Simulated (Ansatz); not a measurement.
Write the native input for Ansatz 0.2.0 that does the following.

- Task: band structure
- Functional: BLYP
- Potentials or basis: Ansatz PAW
- Cutoff: 420 eV (not typed: the program's choice for these potentials)
- k mesh: 5 × 5 × 5
- Occupations: fermi-dirac, width 0.05 eV
- Spin: no spin polarisation
- Path: [["G", "X", "W", "K", "G", "L", "U", "W", "L", "K"], ["U", "X"]]
- Points for each segment of the path: 14

CdF2:

```
CELL_PARAMETERS angstrom
0.00000 2.69400 2.69400
2.69400 0.00000 2.69400
2.69400 2.69400 0.00000
ATOMIC_POSITIONS crystal
Cd 0.00000 0.00000 0.00000
F 0.75000 0.75000 0.75000
F 0.25000 0.25000 0.25000
```

One way to write it, as run:

input.yaml

```yaml
crystal:
  lattice:
    - [0.0, 2.694, 2.694]
    - [2.694, 0.0, 2.694]
    - [2.694, 2.694, 0.0]
  atoms:
    - { symbol: Cd, position: [0.0, 0.0, 0.0] }
    - { symbol: F, position: [0.75, 0.75, 0.75] }
    - { symbol: F, position: [0.25, 0.25, 0.25] }
hamiltonian:
  xc: blyp
  pseudopotentials: { kind: paw }
kpoints:
  mp_grid: { grid: [5, 5, 5] }
  band_path:
    path:
      - [[0.0, 0.0, 0.0], [0.5, 0.0, 0.5], [0.5, 0.25, 0.75], [0.375, 0.375, 0.75], [0.0, 0.0, 0.0], [0.5, 0.5, 0.5], [0.625, 0.25, 0.625], [0.5, 0.25, 0.75], [0.5, 0.5, 0.5], [0.375, 0.375, 0.75]]
      - [[0.625, 0.25, 0.625], [0.5, 0.0, 0.5]]
    npoints: 14
scf:
  occupations: { method: fermi_dirac, width: 0.05 }
  n_extra_bands: 7
output:
  forces: true
  stress: true
  eigenvalues: true
  fatbands: false
```

Potentials or basis: Ansatz PAW.

Run with:

```sh
$ ansatz run input.yaml --threads 2 --pin off --max-ram 5632MiB --backend cpu --events-out ev --progress --plain --runs-dir out
```

Results of the run:

- Pressure: 8.6 GPa
- Band gap on the k mesh: 3.23 eV, indirect (least direct gap 3.63 eV)
- Band gap along the path: 3.15 eV, indirect (least direct gap 3.63 eV)

Caveat: the k mesh misses the band edges, so the gap on the mesh is wider than the one along the path; the pressure holds a Pulay correction of +0.8 GPa for the finite cutoff; the PAW data sets come from PBE, with cores solved anew for the run's functional, which leaves a small shift of forces and pressure.

Wall time 1.4 s on 2 threads of Arm Neoverse V2, on a shared host, peak memory 0.31 GiB.
